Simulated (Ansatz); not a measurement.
Base system: LiCl in the rock salt structure (space group Fm-3m, No. 225).

Space group Fm-3m (No. 225); a = b = c = 5.1504 Å, α = β = γ = 90.00°

```csv
atom,site,symmetry,x,y,z
Li,4a,m-3m,0.0000,0.0000,0.0000
Cl,4b,m-3m,0.5000,0.5000,0.5000
```
(The calculation used a cell of 2 atoms; values per cell refer to that cell.)

Calculations: PBE/PAW in Ansatz (a quantum-chemistry and plane-wave program), no spin-orbit coupling.

```tsv
level	band gap	lattice parameter a
PBE	6.26 eV	5.150 Å
```

Measured: band gap 9.4 eV (0 K or low temperature; as listed in Wei Chen et al., Physical Review Materials (2018)); lattice parameter a 5.07 Å (static lattice; corrected from measurement; as listed in Daniel Mejia-Rodriguez, S. B. Trickey, Phys. Rev. B (2018)).

Computed minus measured — band gap: PBE -3.14 eV; lattice parameter a: PBE +1.6 %. Measured values not marked as corrected hold thermal and zero-point effects that the static-lattice runs lack. A measured gap can be an optical one, lowered by exciton binding.

Stability against distortions was not tested.
